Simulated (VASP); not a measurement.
Runs of VASP 6.6.1 on GaN. The structure is cubic, space group F-43m (No. 216). The conventional cell has a = 4.507 Å, b = 4.507 Å, c = 4.507 Å, α = 90.00°, β = 90.00°, γ = 90.00°. Ga (site symmetry -43m) has 4 N at 1.95 Å as nearest neighbours. N (site symmetry -43m) is surrounded by 4 Ga at 1.95 Å. The cell is a database's computed one.

```csv
task,level,spin,exchange at q = 0,screening parameter,share of exact exchange,gap on the mesh (eV),pressure (GPa)
band structure,HSE03,off,-,-,-,(b),(a)
band structure,PBE0,off,truncated,-,-,3.65,-1.4
single point,HSE06,"SOC, no magnetisation",-,0.2 1/A,-,-,-1.3
band structure,r2SCAN-EpsX,off,truncated,-,0.1665,3.31,-2.7
band structure,HSE06,off,-,0.2 1/A,-,2.99,-1.3
```

Alike in all rows: potentials or basis VASP PAW PBE potentials, release 64 (Ga_d, N); cell as given; k mesh 8 × 8 × 8; cutoff (eV) 520; smearing gaussian 0.02 eV.

**Question.** Fill in the values left out.

**Answer.** (a) -0.9; (b) 2.76.

Caveats: the PAW data sets were made with another functional, which shifts forces and pressure a little.

A k mesh can miss the band edges, and rows without SOC leave out spin-orbit coupling on Ga.
